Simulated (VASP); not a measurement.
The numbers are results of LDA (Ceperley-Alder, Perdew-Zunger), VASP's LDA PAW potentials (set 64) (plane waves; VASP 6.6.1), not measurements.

VASP ran on this input.

INCAR:
```
# general
SYSTEM  = CsBr
PREC    = Accurate
ENCUT   = 520
LREAL   = F
LASPH   = T

# electronic loop
EDIFF   = 1E-6
NELM    = 100
ALGO    = Normal
LMAXMIX = 4

# smearing
ISMEAR  = 0
SIGMA   = 0.05

# ions
IBRION  = 2
NSW     = 60
ISIF    = 3
EDIFFG  = -0.01

# output
LWAVE   = F
LCHARG  = F
```

POSCAR:
```
CsBr
1.0
  4.1474101829   0.0000000000   0.0000000000
  0.0000000000   4.1474101829   0.0000000000
  0.0000000000   0.0000000000   4.1474101829
Cs Br
1 1
Direct
  0.0000000000   0.0000000000   0.0000000000
  0.5000000000   0.5000000000   0.5000000000
```

### KPOINTS
```
Automatic mesh
0
Gamma
6 6 6
0 0 0
```

POTCAR, in this order: Cs_sv Br (LDA.64 set). Program: vasp_std.

Output of the run:

### OSZICAR
```
       N       E                     dE             d eps       ncg     rms          rms(c)
DAV:   1     0.946094086814E+02    0.94609E+02   -0.67732E+03   480   0.114E+03
DAV:   2    -0.367133819878E+00   -0.94977E+02   -0.88408E+02   692   0.184E+02
DAV:   3    -0.697015764103E+01   -0.66030E+01   -0.65829E+01   592   0.560E+01
DAV:   4    -0.703296686125E+01   -0.62809E-01   -0.62798E-01   548   0.636E+00
DAV:   5    -0.703351533992E+01   -0.54848E-03   -0.54845E-03   592   0.588E-01    0.178E+00
DAV:   6    -0.683293145867E+01    0.20058E+00   -0.30387E-01   520   0.298E+00    0.108E+00
DAV:   7    -0.679601613944E+01    0.36915E-01   -0.13431E-01   604   0.196E+00    0.510E-01
DAV:   8    -0.679356236233E+01    0.24538E-02   -0.70527E-03   576   0.577E-01    0.839E-02
DAV:   9    -0.679332384017E+01    0.23852E-03   -0.75848E-04   612   0.180E-01    0.607E-02
DAV:  10    -0.679334038165E+01   -0.16541E-04   -0.50291E-05   568   0.528E-02    0.157E-02
DAV:  11    -0.679334159009E+01   -0.12084E-05   -0.90657E-06   564   0.192E-02    0.271E-03
DAV:  12    -0.679334142726E+01    0.16284E-06   -0.11840E-06   376   0.741E-03
   1 F= -.67933414E+01 E0= -.67933414E+01  d E =-.679334E+01
```

**OUTCAR**
```
------------------------ aborting loop because EDIFF is reached ----------------------------------------
  FORCE on cell =-STRESS in cart. coord.  units (eV):
  Direction    XX          YY          ZZ          XY          YZ          ZX
  --------------------------------------------------------------------------------------
  Total       -0.0021823     -0.0021823     -0.0021823      0.0000000     -0.0000000      0.0000000
  in kB       -0.0490110     -0.0490110     -0.0490110      0.0000000     -0.0000000      0.0000000
  external PRESSURE =      -0.0490110 kB  Pullay stress =       0.0000000 kB
  volume of cell :       71.34
      direct lattice vectors                 reciprocal lattice vectors
     4.147410183  0.000000000  0.000000000     0.241114323  0.000000000  0.000000000
     0.000000000  4.147410183  0.000000000     0.000000000  0.241114323  0.000000000
     0.000000000  0.000000000  4.147410183     0.000000000  0.000000000  0.241114323
 POSITION                                       TOTAL-FORCE (eV/Angst)
 -----------------------------------------------------------------------------------
      0.00000      0.00000      0.00000         0.000000      0.000000      0.000000
      2.07371      2.07371      2.07371         0.000000      0.000000      0.000000
 -----------------------------------------------------------------------------------
    total drift:                                0.000000      0.000000     -0.000000
  FREE ENERGIE OF THE ION-ELECTRON SYSTEM (eV)
  ---------------------------------------------------
  free  energy   TOTEN  =        -6.7933414273 eV

  energy  without entropy=       -6.7933414273  energy(sigma->0) =       -6.79334143

 reached required accuracy - stopping structural energy minimisation
```
(Selected blocks of OUTCAR.)

File OUTCAR:
```
 val. band max:        0.1757170474   @ k =   0.0000   0.0000   0.0000

 cond. band min:       4.6858056477   @ k =   0.0000   0.0000   0.0000


 Fermi energy:         0.3991634057

 k-point     1 :       0.0000    0.0000    0.0000
  band No.  band energies     occupation
      1     -19.4742      2.00000
      2     -12.3809      2.00000
      3      -6.0149      2.00000
      4      -6.0149      2.00000
      5      -6.0149      2.00000
      6       0.1757      2.00000
      7       0.1757      2.00000
      8       0.1757      2.00000
      9       4.6858      0.00000
     10       4.6858      0.00000
     11       4.7107      0.00000
     12       9.4910      0.00000

 k-point     2 :       0.1667    0.0000    0.0000
  band No.  band energies     occupation
      1     -19.4528      2.00000
      2     -12.3930      2.00000
      3      -6.1510      2.00000
      4      -5.9751      2.00000
      5      -5.9751      2.00000
      6      -0.3486      2.00000
      7       0.0962      2.00000
      8       0.0962      2.00000
      9       4.8832      0.00000
     10       5.4007      0.00000
     11       5.4802      0.00000
     12       9.3223      0.00000

 k-point     3 :       0.3333    0.0000    0.0000
  band No.  band energies     occupation
      1     -19.4093      2.00000
      2     -12.4211      2.00000
      3      -6.3858      2.00000
      4      -5.8926      2.00000
      5      -5.8926      2.00000
      6      -1.1450      2.00000
      7      -0.0692      2.00000
      8      -0.0692      2.00000
      9       5.4140      0.00000
     10       6.9078      0.00000
     11       7.1087      0.00000
     12       9.0770      0.00000

 k-point     4 :       0.5000    0.0000    0.0000
  band No.  band energies     occupation
      1     -19.3871      2.00000
      2     -12.4372      2.00000
      3      -6.4866      2.00000
      4      -5.8496      2.00000
      5      -5.8496      2.00000
      6      -1.4760      2.00000
...
```

Unless said otherwise, spin-orbit coupling is left out, though it shifts the bands of the heavy elements here.

The compound is CsBr in the CsCl type structure. It was relaxed first, which changed the volume by -10 %. The start is the result of an earlier pass.
